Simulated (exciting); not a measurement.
Consider AgI, space group F-43m.

```xyz
2
Lattice="0.0000 3.2365 3.2365 3.2365 0.0000 3.2365 3.2365 3.2365 0.0000" Properties=species:S:1:pos:R:3 pbc="T T T"
I     4.8548    4.8548    4.8548
Ag    0.0000    0.0000    0.0000
```

Absorber: atom 1, with 4 Ag at 2.80 Å (tetrahedral, site symmetry -43m). Method: exciting, all-electron LAPW+lo, PBE, exchange and screened direct term (singlet BSE), 4×4×4 shifted k points, 25 conduction bands, |G+q| up to 3 bohr⁻¹ (2 in the exchange term), full RPA screening with nempty = 50, Lorentzian half width 1.54 eV.

The database entry behind the starting cell differs from later determinations by our own check (about 0.3 % short), so it need not match the best structure at ambient conditions.

Q: Predict the I L₃ near-edge structure at this level.

Bound core exciton? Undecided on this mesh: the first bright state (over 5 % of the brightest) lies at -0.01 eV from the Kohn–Sham onset and at -0.55 eV from the lowest bare transition of its own mesh. Maxima (height): 9.1 eV (1.00) and 17.0 eV (0.73).

Energy from the Kohn–Sham onset, core level to the lowest empty state found on the meshes used; Im ε in relative units:

```csv
E (eV),Im ε
-10.0,0.03
-9.5,0.03
-9.0,0.03
-8.5,0.03
-8.0,0.04
-7.5,0.04
-7.0,0.04
-6.5,0.05
-6.0,0.05
-5.5,0.06
-5.0,0.06
-4.5,0.07
-4.0,0.08
-3.5,0.09
-3.0,0.10
-2.5,0.11
-2.0,0.14
-1.5,0.16
-1.0,0.20
-0.5,0.25
0.0,0.32
0.5,0.39
1.0,0.47
1.5,0.54
2.0,0.60
2.5,0.65
3.0,0.70
3.5,0.74
4.0,0.76
4.5,0.76
5.0,0.76
5.5,0.76
6.0,0.78
6.5,0.82
7.0,0.86
7.5,0.90
8.0,0.94
8.5,0.98
9.0,1.00
9.5,1.00
10.0,0.97
10.5,0.94
11.0,0.91
11.5,0.88
12.0,0.85
12.5,0.83
13.0,0.80
13.5,0.77
14.0,0.74
14.5,0.72
15.0,0.72
15.5,0.71
16.0,0.72
16.5,0.72
17.0,0.73
17.5,0.72
18.0,0.70
18.5,0.67
19.0,0.64
19.5,0.62
20.0,0.62
20.5,0.64
21.0,0.66
```

With 64 k points the binding energies are rough, and fine structure above the first lines is partly noise of the mesh. Exchange and the short-range direct term aren't converged in the kernel cutoff. The zero comes from the unshifted 4×4×4 ground-state mesh; it is exact only where the band minimum lies on that mesh. The conduction states carry no spin here, so the exchange coupling to the spinor core hole is only partly held. This core level is treated alone, with no coupling to its spin–orbit partner. The structure is a published determination, not relaxed.

[Banner, clock and machine lines of the logs are left out without a mark of their own.]

[Logs are printed without paths, hosts, clocks, repeated set-up lines and the standing remarks that a program may print on its own settings, such as how far it seeks lower states.]

[Hosts, paths, dates, database ids (printed as entryN), source tags and the programs' standing remarks are cut or masked in the printed files.]
